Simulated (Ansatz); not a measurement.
KF: distorted cells

Computed with Ansatz, DFT PBE, scalar-relativistic, plane waves, PAW.

Plane waves to 420 eV, a k mesh through Γ of 8×8×8 on the computed 2-atom cell and Gaussian smearing (0.02 eV); no spin polarisation.

Reference cell:

```
K F
1.0
     0.00000    2.67350    2.67350
     2.67350    0.00000    2.67350
     2.67350    2.67350    0.00000
K F
1 1
Direct
  0.00000 0.00000 0.00000
  0.50000 0.50000 0.50000
```

Each variant moves atoms of this cell by the vectors given, if any (Å), and then applies a symmetric strain (tensor components, Cartesian axes). The reference cell isn't relaxed at this level. Energies are per atom at zero smearing, counted from the lowest variant. Pressure is positive in compression.

1. strain (xx yy zz yz xz xy, %) -3.42 -3.42 -3.42 0.00 0.00 0.00
2. strain (xx yy zz yz xz xy, %) 0.85 0.85 0.85 0.00 0.00 0.00
3. strain (xx yy zz yz xz xy, %) -2.23 -4.08 -2.93 0.00 0.00 -0.25; moves: K1 (0.000, 0.000, -0.060); F2 (0.000, 0.000, 0.060)
4. strain (xx yy zz yz xz xy, %) 0.50 0.50 0.50 0.00 0.00 0.00
5. strain (xx yy zz yz xz xy, %) 8.59 3.79 1.23 -3.01 -0.68 6.00
6. strain (xx yy zz yz xz xy, %) 3.73 3.73 3.73 0.00 0.00 0.00
7. strain (xx yy zz yz xz xy, %) -3.19 -3.19 -3.19 6.00 -6.00 -6.00
8. strain (xx yy zz yz xz xy, %) 0.83 0.83 0.83 0.00 0.00 0.00
9. strain (xx yy zz yz xz xy, %) 3.84 3.84 3.84 0.00 0.00 0.00

Question: Order the variants by energy, lowest first.

Answer: 2 (0.0 meV/atom), 8 (0.1 meV/atom), 4 (0.8 meV/atom), 6 (7.5 meV/atom), 9 (8.2 meV/atom), 5 (31.2 meV/atom), 1 (43.2 meV/atom), 3 (46.0 meV/atom), 7 (81.6 meV/atom). Neighbours within 1 meV/atom are level.

Question: Order them by pressure, highest first.

Answer: 1 (5.99 GPa), 3 (5.72 GPa), 7 (5.36 GPa), 4 (0.81 GPa), 8 (0.49 GPa), 2 (0.47 GPa), 6 (-1.69 GPa), 9 (-1.75 GPa), 5 (-1.95 GPa).